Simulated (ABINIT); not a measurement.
An input for ABINIT 10.8.3 (RbCl (Fm-3m)):

```
acell 3*1.0 Angstrom
rprim 
  -0.000000000000 3.289500000000 3.289500000000
  3.289500000000 -0.000000000000 3.289500000000
  3.289500000000 3.289500000000 -0.000000000000
ntypat 2
znucl 37 17
natom 2
typat 1 2
xred 
  0.000000000000 0.000000000000 0.000000000000
  0.500000000000 0.500000000000 0.500000000000
pp_dirpath "pseudos"
pseudos "Rb.upf, Cl.upf"
ecut 25
ngkpt 4 4 4
nshiftk 1
shiftk 0 0 0
kptopt 1
chksymbreak 0
istwfk *1
occopt 1
irdwfk 1
optdriver 4
nband 242
gwcalctyp 28
ecutsigx 25
symsigma 0
nkptgw 8
kptgw 
  0.0000000000 0.0000000000 0.0000000000
  0.2500000000 0.0000000000 0.0000000000
  0.5000000000 0.0000000000 0.0000000000
  0.2500000000 0.2500000000 0.0000000000
  0.5000000000 0.2500000000 0.0000000000
  -0.2500000000 0.2500000000 0.0000000000
  0.5000000000 0.5000000000 0.0000000000
  -0.2500000000 0.5000000000 0.2500000000
bdgw 
  1 15
  1 15
  1 15
  1 15
  1 15
  1 15
  1 15
  1 15
ecuteps 7
irdscr 1
ppmodel 1
irdqps 1
rhoqpmix 0.3
indata_prefix "in"
outdata_prefix "out"
tmpdata_prefix "tmp"
```

```sh
OMP_NUM_THREADS=1 mpirun -n 4 abinit run.abi > log
```

Estimate wall time and host memory on 4 MPI ranks of Arm Neoverse V2, shared host.

It took 18 min; on shared hardware allow 8.9 min to 35 min. Peak host memory was 1.8 GiB.

[Paths, hosts, dates, memory and timing lines, banners, echoed tables and standing remarks are left out of the program output.]

[Logs are printed without paths, hosts, clocks, repeated set-up lines and the standing remarks that a program may print on its own settings, such as how far it seeks lower states.]

[Runs of the session that timed out or met a known fault of the program may be left out.]

[Hosts, paths, dates, database ids (printed as entryN), source tags and the programs' standing remarks are cut or masked in the printed files.]

[G0W0 gaps are taken among the corrected bands and points alone; a level outside them can change the order at an edge.]

[Where Ansatz stands beside ABINIT at settings called matched, ABINIT's density can come from a denser mesh and the files from another edition; pairs whose starting gaps differed by over 0.03 eV were left out, so agreement reads better than it is.]
